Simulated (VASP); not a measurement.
Here is a VASP 6.6.1 calculation.

INCAR

```
ALGO = Normal
EDIFF = 1E-6
ENCUT = 520
GGA = PS
ISIF = 2
ISMEAR = -1
IVDW = 12
LASPH = T
LCHARG = F
LREAL = F
LWAVE = F
NBANDS = 16
NELM = 80
PREC = Accurate
SIGMA = 0.05
```

Contents of KPOINTS:

```
k-points
0
Gamma
  8 8 8
```

File POSCAR:

```
AgCl
1.0
    0.0000000000      2.6873309604      2.6873309604
    2.6873309604      0.0000000000      2.6873309604
    2.6873309604      2.6873309604      0.0000000000
Ag Cl
1 1
Direct
    0.0000000000      0.0000000000      0.0000000000
    0.5000000000      0.5000000000      0.5000000000
```

Potentials or basis: VASP PAW PBE potentials, release 64 (Ag, Cl).

The run is started by

```console
$ cat potpaw_PBE.64/Ag/POTCAR potpaw_PBE.64/Cl/POTCAR > POTCAR
$ mpirun -np 1 vasp_std > vasp.out
```

Problem. Predict the pressure.

Solution. -0.1 GPa.

Problem. Predict the band gap on the k mesh.

Solution. 0.73 eV, indirect (least direct gap 3.38 eV).

Problem. Predict the dispersion energy per atom.

Solution. -0.306 eV.

Caveat: the PAW data sets were made with another functional, which shifts forces and pressure a little.

**Experimental background.**

From a printed reference work, data compilation, for a bulk crystal of AgCl: band gap 3.249 eV (indirect).

Against the measured gap of AgCl, 3.249 eV (indirect; a printed reference work, data compilation), the calculated 0.73 eV is off by -2.52 eV. So large a miss can be the level of theory's own, or it may mean another phase, state or a wrong row. Spin-orbit coupling on Ag is left out. The value is that of PBEsol+D3(BJ) on a finite k mesh, which can miss the band edges, without temperature or zero-point motion. Semilocal functionals fall short of measured gaps as a rule.
